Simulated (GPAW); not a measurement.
# AgCl (Chlorargyrite) (Fm-3m) in GPAW: settings compared

Aim: see how the results for AgCl (Chlorargyrite) move with the level of theory and the settings. Levels: PBE, GLLB-SC. Tasks: band structure.

All numbers are computed with GPAW 26.7.0; they aren't measurements. Logs are shortened: lines on timing, memory, paths and dates and some standing lists are left out, and cuts for length are marked. The log counts tension as positive stress, the text compression.

**Experimental background.**

A printed reference work, data compilation reports, for a bulk crystal of AgCl: band gap 3.249 eV (indirect).

The results are compared with them further down.

**1. Starting point**

The structure is cubic, space group Fm-3m (No. 225). The conventional cell has a = 5.470 Å, b = 5.470 Å, c = 5.470 Å, α = 90.00°, β = 90.00°, γ = 90.00°. Ag (site symmetry m-3m) is surrounded by 6 Cl at 2.73 Å. Cl (site symmetry m-3m) has 6 Ag at 2.73 Å as nearest neighbours.

**2. Band structure, PBE, spin-orbit coupling, no magnetisation**

run.py reads:

```python
import numpy as np
import spglib
from ase import Atoms
from ase.dft.bandgap import bandgap
from ase.io import read, write
from ase.units import GPa
from gpaw import GPAW, PW
from gpaw.spinorbit import soc_eigenstates

atoms = read('AgCl.cif')
cell, positions, numbers = spglib.find_primitive(
    (atoms.cell[:], atoms.get_scaled_positions(), atoms.numbers), symprec=1e-4)
atoms = Atoms(numbers, cell=cell, scaled_positions=positions, pbc=True)

calc = GPAW(mode=PW(600),
            xc='PBE',
            kpts={'size': (7, 7, 7), 'gamma': True},
            occupations={'name': 'fermi-dirac', 'width': 0.05},
            nbands=23,
            convergence={'density': 1e-05, 'energy': 1e-05},
            maxiter=150,
            txt='gpaw.txt')
atoms.calc = calc
energy = atoms.get_potential_energy()
forces = atoms.get_forces()
stress = atoms.get_stress()
calc.write('gs.gpw')
write('result.traj', atoms)
print(f'Energy: {energy:.6f} eV')
print('Forces (eV/A):')
print(forces.round(4))
print('Stress (GPa):', (stress / GPa).round(3))
print('Fermi level:', round(calc.get_fermi_level(), 4), 'eV')
print(f'Gap: {bandgap(calc)[0]:.4f} eV, direct: {bandgap(calc, direct=True)[0]:.4f} eV')

path = atoms.cell.bandpath('GXWKGLUWLK,UX', npoints=100, eps=1e-4)
bs_calc = calc.fixed_density(kpts=path, symmetry='off', nbands=35,
                             convergence={'bands': 'CBM+6.0', 'eigenstates': 1e-6}, txt='bands.txt')
bs = bs_calc.band_structure()
bs.write('bs.json')
print(f'Gap on the path: {bandgap(bs_calc)[0]:.4f} eV')

soc = soc_eigenstates(bs_calc, theta=0, phi=0)
np.savetxt('soc_bands.dat', soc.eigenvalues(), fmt='%.4f')
mesh = soc_eigenstates('gs.gpw', theta=0, phi=0)
np.savetxt('soc_mesh.dat', mesh.eigenvalues(), fmt='%.4f')
print('Fermi level with spin-orbit coupling:', round(mesh.fermi_level, 4), 'eV')
```

AgCl.cif reads:

```cif
data_AgCl
_cell_length_a 5.47000000
_cell_length_b 5.47000000
_cell_length_c 5.47000000
_cell_angle_alpha 90.00000000
_cell_angle_beta 90.00000000
_cell_angle_gamma 90.00000000
_space_group_name_H-M_alt 'Fm-3m'
_space_group_name_Hall '-F 4 2 3'
_space_group_IT_number 225
loop_
_space_group_symop_operation_xyz
'x,y,z'
'-x,-y,-z'
'-y,x,z'
'y,-x,-z'
'-x,-y,z'
'x,y,-z'
'y,-x,z'
'-y,x,-z'
'x,-y,-z'
'-x,y,z'
'-y,-x,-z'
'y,x,z'
'-x,y,-z'
'x,-y,z'
'y,x,-z'
'-y,-x,z'
'z,x,y'
'-z,-x,-y'
'z,-y,x'
'-z,y,-x'
'z,-x,-y'
'-z,x,y'
'z,y,-x'
'-z,-y,x'
'-z,x,-y'
'z,-x,y'
'-z,-y,-x'
'z,y,x'
'-z,-x,y'
'z,x,-y'
'-z,y,x'
'z,-y,-x'
'y,z,x'
'-y,-z,-x'
'x,z,-y'
'-x,-z,y'
'-y,z,-x'
'y,-z,x'
'-x,z,y'
'x,-z,-y'
'-y,-z,x'
'y,z,-x'
'-x,-z,-y'
'x,z,y'
'y,-z,-x'
'-y,z,x'
'x,-z,y'
'-x,z,-y'
'x,y+1/2,z+1/2'
'-x,-y+1/2,-z+1/2'
'-y,x+1/2,z+1/2'
[... 62 lines left out ...]
'-z+1/2,-x,-y+1/2'
'z+1/2,-y,x+1/2'
'-z+1/2,y,-x+1/2'
'z+1/2,-x,-y+1/2'
'-z+1/2,x,y+1/2'
'z+1/2,y,-x+1/2'
'-z+1/2,-y,x+1/2'
'-z+1/2,x,-y+1/2'
'z+1/2,-x,y+1/2'
'-z+1/2,-y,-x+1/2'
'z+1/2,y,x+1/2'
'-z+1/2,-x,y+1/2'
'z+1/2,x,-y+1/2'
'-z+1/2,y,x+1/2'
'z+1/2,-y,-x+1/2'
'y+1/2,z,x+1/2'
'-y+1/2,-z,-x+1/2'
'x+1/2,z,-y+1/2'
'-x+1/2,-z,y+1/2'
'-y+1/2,z,-x+1/2'
'y+1/2,-z,x+1/2'
'-x+1/2,z,y+1/2'
'x+1/2,-z,-y+1/2'
'-y+1/2,-z,x+1/2'
'y+1/2,z,-x+1/2'
'-x+1/2,-z,-y+1/2'
'x+1/2,z,y+1/2'
'y+1/2,-z,-x+1/2'
'-y+1/2,z,x+1/2'
'x+1/2,-z,y+1/2'
'-x+1/2,z,-y+1/2'
'x+1/2,y+1/2,z'
'-x+1/2,-y+1/2,-z'
'-y+1/2,x+1/2,z'
'y+1/2,-x+1/2,-z'
'-x+1/2,-y+1/2,z'
'x+1/2,y+1/2,-z'
'y+1/2,-x+1/2,z'
'-y+1/2,x+1/2,-z'
'x+1/2,-y+1/2,-z'
'-x+1/2,y+1/2,z'
'-y+1/2,-x+1/2,-z'
'y+1/2,x+1/2,z'
'-x+1/2,y+1/2,-z'
'x+1/2,-y+1/2,z'
'y+1/2,x+1/2,-z'
'-y+1/2,-x+1/2,z'
'z+1/2,x+1/2,y'
'-z+1/2,-x+1/2,-y'
'z+1/2,-y+1/2,x'
'-z+1/2,y+1/2,-x'
'z+1/2,-x+1/2,-y'
'-z+1/2,x+1/2,y'
'z+1/2,y+1/2,-x'
'-z+1/2,-y+1/2,x'
'-z+1/2,x+1/2,-y'
'z+1/2,-x+1/2,y'
'-z+1/2,-y+1/2,-x'
'z+1/2,y+1/2,x'
'-z+1/2,-x+1/2,y'
'z+1/2,x+1/2,-y'
'-z+1/2,y+1/2,x'
'z+1/2,-y+1/2,-x'
'y+1/2,z+1/2,x'
'-y+1/2,-z+1/2,-x'
'x+1/2,z+1/2,-y'
'-x+1/2,-z+1/2,y'
'-y+1/2,z+1/2,-x'
'y+1/2,-z+1/2,x'
'-x+1/2,z+1/2,y'
'x+1/2,-z+1/2,-y'
'-y+1/2,-z+1/2,x'
'y+1/2,z+1/2,-x'
'-x+1/2,-z+1/2,-y'
'x+1/2,z+1/2,y'
'y+1/2,-z+1/2,-x'
'-y+1/2,z+1/2,x'
'x+1/2,-z+1/2,y'
'-x+1/2,z+1/2,-y'
loop_
_atom_site_label
_atom_site_type_symbol
_atom_site_symmetry_multiplicity
_atom_site_Wyckoff_symbol
_atom_site_fract_x
_atom_site_fract_y
_atom_site_fract_z
_atom_site_occupancy
Ag1 Ag 4 a 0.0000000000 0.0000000000 0.0000000000 1
Cl1 Cl 4 b 0.5000000000 0.0000000000 0.0000000000 1
```

Potentials or basis: GPAW PAW data sets (gpaw-data 1.2.1), pw.

Started as:

```sh
OMP_NUM_THREADS=1 python run.py
```

gpaw.txt:

```text
__  _  _
 | _ |_)|_||  |
 |__||  | ||/\| - 26.7.0

Input parameters:
  mode=PW(ecut=600.0),
  convergence={'density': 1e-05, 'energy': 1e-05},
  kpts=MonkhorstPack(size=(7, 7, 7), gamma=True),
  maxiter=150,
  nbands=23,
  occupations=Occupations(name='fermi-dirac', width=0.05),
  xc=XC(name='PBE')

Diagonalizing LCAO Hamiltonian
Converting LCAO to pw mode

                Cl

       Ag

Atoms  # Å, Bohr magnetons
|   | symbol |        x |        y |        z |    initial magnetic moments |
|---|--------|----------|----------|----------|-----------------------------|
| 0 |     Ag | 0.000000 | 0.000000 | 0.000000 | ( 0.0000,  0.0000,  0.0000) |
| 1 |     Cl | 2.735000 | 2.735000 | 2.735000 | ( 0.0000,  0.0000,  0.0000) |

Unit cell  # Å
| periodic |        x |        y |        z |  lengths |    angles |
|----------|----------|----------|----------|----------|-----------|
|      yes | 0.000000 | 2.735000 | 2.735000 | 3.867874 | 60.000000 |
|      yes | 2.735000 | 0.000000 | 2.735000 | 3.867874 | 60.000000 |
|      yes | 2.735000 | 2.735000 | 0.000000 | 3.867874 | 60.000000 |

Number of symmetries: 48
Symmetry operations  # r_c * U_cc + t_c -> r_c
|    | kind |            matrix            |
|----|------|------------------------------|
|  0 |  σ   |  1, 0, 0,  1, 0,-1,  1,-1, 0 |
|  1 |  C2  |  1, 0, 0,  1,-1, 0,  1, 0,-1 |
|  2 |  E   |  1, 0, 0,  0, 1, 0,  0, 0, 1 |
|  3 |  σ   |  1, 0, 0,  0, 0, 1,  0, 1, 0 |
|  4 |  C4  |  1, 0,-1,  1, 0, 0,  1,-1, 0 |
|  5 |  S6  |  1, 0,-1,  1,-1, 0,  1, 0, 0 |
|  6 |  σ   |  1, 0,-1,  0, 1,-1,  0, 0,-1 |
|  7 |  C3  |  1, 0,-1,  0, 0,-1,  0, 1,-1 |
|  8 |  S6  |  1,-1, 0,  1, 0, 0,  1, 0,-1 |
|  9 |  C4  |  1,-1, 0,  1, 0,-1,  1, 0, 0 |
| 10 |  C3  |  1,-1, 0,  0,-1, 1,  0,-1, 0 |
| 11 |  σ   |  1,-1, 0,  0,-1, 0,  0,-1, 1 |
| 12 |  σ   |  0, 1, 0,  1, 0, 0,  0, 0, 1 |
| 13 |  C4  |  0, 1, 0,  0, 1,-1, -1, 1, 0 |
| 14 |  C3  |  0, 1, 0,  0, 0, 1,  1, 0, 0 |
| 15 |  S6  |  0, 1, 0, -1, 1, 0,  0, 1,-1 |
| 16 |  C2  |  0, 1,-1,  1, 0,-1,  0, 0,-1 |
| 17 |  σ   |  0, 1,-1,  0, 1, 0, -1, 1, 0 |
| 18 |  S4  |  0, 1,-1,  0, 0,-1,  1, 0,-1 |
| 19 |  C4  |  0, 1,-1, -1, 1, 0,  0, 1, 0 |
| 20 |  C3  |  0, 0, 1,  1, 0, 0,  0, 1, 0 |
| 21 |  σ   |  0, 0, 1,  0, 1, 0,  1, 0, 0 |
| 22 |  S6  |  0, 0, 1,  0,-1, 1, -1, 0, 1 |
| 23 |  C4  |  0, 0, 1, -1, 0, 1,  0,-1, 1 |
| 24 |  S4  |  0, 0,-1,  1, 0,-1,  0, 1,-1 |
| 25 |  C3  |  0, 0,-1,  0, 1,-1,  1, 0,-1 |
| 26 |  C2  |  0, 0,-1,  0,-1, 0, -1, 0, 0 |
| 27 |  S6  |  0, 0,-1, -1, 0, 0,  0,-1, 0 |
| 28 |  S4  |  0,-1, 1,  1,-1, 0,  0,-1, 0 |
| 29 |  C4  |  0,-1, 1,  0, 0, 1, -1, 0, 1 |
| 30 |  C2  |  0,-1, 1,  0,-1, 0,  1,-1, 0 |
| 31 |  σ   |  0,-1, 1, -1, 0, 1,  0, 0, 1 |
| 32 |  C3  |  0,-1, 0,  1,-1, 0,  0,-1, 1 |
| 33 |  S6  |  0,-1, 0,  0, 0,-1, -1, 0, 0 |
| 34 |  S4  |  0,-1, 0,  0,-1, 1,  1,-1, 0 |
| 35 |  C2  |  0,-1, 0, -1, 0, 0,  0, 0,-1 |
| 36 |  C2  | -1, 1, 0,  0, 1, 0,  0, 1,-1 |
| 37 |  S6  | -1, 1, 0,  0, 1,-1,  0, 1, 0 |
| 38 |  S4  | -1, 1, 0, -1, 0, 1, -1, 0, 0 |
| 39 |  C3  | -1, 1, 0, -1, 0, 0, -1, 0, 1 |
| 40 |  S6  | -1, 0, 1,  0, 0, 1,  0,-1, 1 |
| 41 |  C2  | -1, 0, 1,  0,-1, 1,  0, 0, 1 |
| 42 |  C3  | -1, 0, 1, -1, 1, 0, -1, 0, 0 |
| 43 |  S4  | -1, 0, 1, -1, 0, 0, -1, 1, 0 |
| 44 |  C2  | -1, 0, 0,  0, 0,-1,  0,-1, 0 |
| 45 |  i   | -1, 0, 0,  0,-1, 0,  0, 0,-1 |
| 46 |  σ   | -1, 0, 0, -1, 1, 0, -1, 0, 1 |
| 47 |  C2  | -1, 0, 0, -1, 0, 1, -1, 1, 0 |

BZ-sampling:
  Number of BZ points: 343
  Number of IBZ points: 20

[... 68 lines left out ...]
  Cl:
    name:    Chlorine
    Z:       17.0
    valence: 7
    core:    10
    charge:  0.0  # [|e|]
    compensation charges:
      type: gauss
      rc: 0.25  # [Å]
      lmax: 2
    cutoffs:
      filter: 1.40  # [Å]
      core: 1.49  # [Å]
    projectors
    | kind |    occ | energy [eV] | rcut [Å] |
    |------|--------|-------------|----------|
    |   3s |  2.000 |     -20.689 |    0.794 |
    |   3p |  5.000 |      -8.594 |    0.794 |
    |    s |        |       6.523 |    0.794 |
    |    p |        |      18.617 |    0.794 |
    |    d |        |       0.000 |    0.794 |

    Using partial waves for Cl as LCAO basis

Reference energy: -157152.775749  # eV

eigensolver:
  PPCG
  Converge bands: occupied
  niter=2

density mixing:
  MSR1-Mixer
  Pratt-step length: 0.05
  Maximum mixing coefficient: 0.75
  Old densities: 10
  SVD Regularization: 0.005
  Good broyden scale: 1.0
  Trust region scale: 1.0
  Backstep threshold: 4.0
  History deletion threshold: 6.0
  Fourier metric: weight=20.0, sigma=0.015

occupation numbers:
  Fermi-Dirac:
    width: 0.0500  # eV

poisson solver:
  ecut: 4800.0  # eV

xc functional:
  name: PBE with 2 nearest neighbor stencil

convergence criteria:
- Maximum integral of absolute [dens]ity change: 1e-05 electrons / valence electron
- Maximum [total energy] change in last 3 cyles: 1e-05 eV / valence electron
- Maximum integral of absolute [eigenst]ate change: 4e-08 eV^2 / valence electron
maximum number of iterations: 150

SCF iterations
|iter     | |      energy | eigst |  dens |
|---------|-|-------------|-------|-------|
|iter:   1| |   -5.617215 | -0.52 |       |
|iter:   2| |   -5.586721 | -2.33 | -1.54 |
|iter:   3| |   -5.466385 | -2.40 | -1.58 |
|iter:   4| |   -5.465936 | -3.96 | -2.09 |
|iter:   5| |   -5.465945 | -4.47 | -2.51 |
|iter:   6| |   -5.465966c| -5.86 | -3.23 |
|iter:   7| |   -5.465971c| -6.89 | -3.74 |
|iter:   8| |   -5.465971c| -8.37c| -4.66 |
|iter:   9| |   -5.465971c| -8.87c| -5.39c|

Converged in 9 steps
Energy contributions relative to reference atoms: (reference = -157152.775749)

Energy contributions:
  Kinetic:          13.433967
  Coulomb:         -12.506795
  Zero:              0.055280
  External:          0.000000
  Xc:               -6.448423
  Entropy:          -0.000003
  Spinorbit:         0.000000
  ----------------------------
  Free energy:      -5.465973
  Extrapolated:     -5.465971

dipole moment: (-16.666804, -16.666804, -16.666804)  # |e|*Ang

Fermi level: 5.073
Eigenvalues  # (at kpt = [0.000, 0.000, 0.000])
| band index |      eig [eV] | occ [0-2] |
|------------|---------------|-----------|
|          0 |       -48.810 |     2.000 |
|        ... |               |           |
|          4 |         1.962 |     2.000 |
|          5 |         1.962 |     2.000 |
|          6 |         1.962 |     2.000 |
|          7 |         2.006 |     2.000 |
|          8 |         2.006 |     2.000 |
|          9 |         2.064 |     2.000 |
[... 8 lines left out ...]
|         18 |        18.140 |     0.000 |
|         19 |        18.185 |     0.000 |
|        ... |               |           |
|         22 |        24.861 |     0.000 |

Gap: 0.963 eV
Transition (v -> c):
  (s=0, k=19, n=11, [0.43, 0.43, 0.43]) -> (s=0, k=0, n=12, [0.00, 0.00, 0.00])
Direct/indirect transitions are different
Direct gap: 3.371 eV
Transition at: (s=0, k=2, n=11, [0.14, 0.14, 0.14])

Forces  # eV/Ang
|        x |        y |        z |
|----------|----------|----------|
|  0.00000 | -0.00000 | -0.00000 |  # Ag   0
| -0.00000 |  0.00000 |  0.00000 |  # Cl   1

Stress tensor  # eV/Ang^3
|         x |         y |         z |
|-----------|-----------|-----------|
| -0.024930 |  0.000000 |  0.000000 |
|  0.000000 | -0.024930 | -0.000000 |
|  0.000000 | -0.000000 | -0.024930 |

# Writing to gs.gpw (mode='')
```

Run time: 70 s. Hardware: 1 thread of Intel Xeon Platinum 8259CL at 2.50GHz (Skylake/Cascade Lake), shared host; peak memory 0.33 GiB.

What came out:

```yaml
Free_energy: -5.4660 eV
Pressure: 4.0 GPa
Band_gap_on_the_k_mesh: 0.92 eV, indirect (least direct gap 3.26 eV)
Band_gap_along_the_path: 0.84 eV, indirect (least direct gap 3.08 eV)
```

Levels at the corners of the path, in eV from the valence-band top:
| point | band 20 | band 21 | band 22 | band 23 | band 24 | band 25 | band 26 | band 27 | band 28 |
| --- | --- | --- | --- | --- | --- | --- | --- | --- | --- |
| Γ | -2.45 | -2.42 | -2.42 | -2.42 | -2.42 | 0.84 | 0.84 | 10.60 | 10.60 |
| X | -2.38 | -1.94 | -1.94 | -1.82 | -1.82 | 2.24 | 2.24 | 7.86 | 7.86 |
| W | -1.96 | -1.88 | -1.88 | -1.28 | -1.28 | 4.19 | 4.19 | 7.74 | 7.74 |
| K | -1.92 | -1.68 | -1.68 | -1.14 | -1.14 | 3.52 | 3.52 | 7.17 | 7.17 |
| Γ | -2.45 | -2.42 | -2.42 | -2.42 | -2.42 | 0.84 | 0.84 | 10.60 | 10.60 |
| L | -1.82 | -0.05 | -0.05 | 0.00 | 0.00 | 4.04 | 4.04 | 6.71 | 6.71 |
| U | -1.92 | -1.68 | -1.68 | -1.14 | -1.14 | 3.52 | 3.52 | 7.17 | 7.17 |
| W | -1.96 | -1.88 | -1.88 | -1.28 | -1.28 | 4.19 | 4.19 | 7.74 | 7.74 |
| L | -1.82 | -0.05 | -0.05 | 0.00 | 0.00 | 4.04 | 4.04 | 6.71 | 6.71 |
| K | -1.92 | -1.68 | -1.68 | -1.14 | -1.14 | 3.52 | 3.52 | 7.17 | 7.17 |
| U | -1.92 | -1.68 | -1.68 | -1.14 | -1.14 | 3.52 | 3.52 | 7.17 | 7.17 |
| X | -2.38 | -1.94 | -1.94 | -1.82 | -1.82 | 2.24 | 2.24 | 7.86 | 7.86 |

Caveat: spin-orbit coupling was added after a scalar SCF, so levels and gaps hold it while energy, forces, pressure and moments don't; this program's spin-orbit splittings come out too wide for heavy elements; the mesh misses the band edges, which the band path finds closer together.

(Continued in part 2 of 2.)
